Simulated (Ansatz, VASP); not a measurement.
Two plane-wave programs on Ga

Contents of INCAR:

```
  PREC = Accurate
  ENCUT = 520
  EDIFF = 1E-7
  ISMEAR = -1
  SIGMA = 0.05
  LREAL = False
  LASPH = True
  NELM = 80
  ALGO = Normal
  ISIF = 2
  LWAVE = False
  LCHARG = False
  GGA = PE
  NBANDS = 20
```

The input KPOINTS:

```
Automatic mesh
0
Gamma
  10 10 8
```

Contents of POSCAR:

```
Ga
1.0
    1.3921592073     -4.0531663400      0.0000000000
    1.3921592073      4.0531663400      0.0000000000
   -0.1182253154      0.0000000000      3.3519825971
Ga
2
Direct
    0.1310000000      0.8690000000      0.7500000000
    0.8690000000      0.1310000000      0.2500000000
```

File input.yaml:

```yaml
crystal:
  lattice:
    - [1.3921592073, -4.05316634, 0.0]
    - [1.3921592073, 4.05316634, 0.0]
    - [-0.1182253154, 0.0, 3.3519825971]
  atoms:
    - { symbol: Ga, position: [0.131, 0.869, 0.75] }
    - { symbol: Ga, position: [0.869, 0.131, 0.25] }
hamiltonian:
  xc: pbe
  pseudopotentials: { kind: paw }
kpoints:
  mp_grid: { grid: [10, 10, 8] }
scf:
  occupations: { method: fermi_dirac, width: 0.05 }
output:
  forces: true
  stress: true
  eigenvalues: true
```

Change from the starting cell: volume scaled by 1.02.

Alike in both runs: task single point; functional PBE; k mesh 10 × 10 × 8; occupations fermi-dirac, width 0.05 eV; no spin polarisation.

|  | VASP | Ansatz |
| --- | --- | --- |
| version | VASP 6.6.1 | Ansatz 0.2.0 |
| potentials or method | VASP PAW PBE potentials, release 64 (Ga_d) | Ansatz PAW |
| plane-wave cutoff (eV) | 520 | 420 |
| valence electrons in the cell | 26 | 26 |

Ansatz gave:

```
gap on the k mesh at the Fermi level (eV)       : none
pressure (GPa)                                  : 0.5
largest component of the traceless stress (GPa) : 0.89
rms of the force components (eV/Å)              : 0.111
```

What did VASP give for the same quantities?

gap on the k mesh at the Fermi level (eV): none; pressure (GPa): 0.7; largest component of the traceless stress (GPa): 0.91; rms of the force components (eV/Å): 0.112.

Atom by atom the forces differ by 0.001 eV/Å (rms over components). A gap of «none» marks a metal or a gap that the smearing closes.
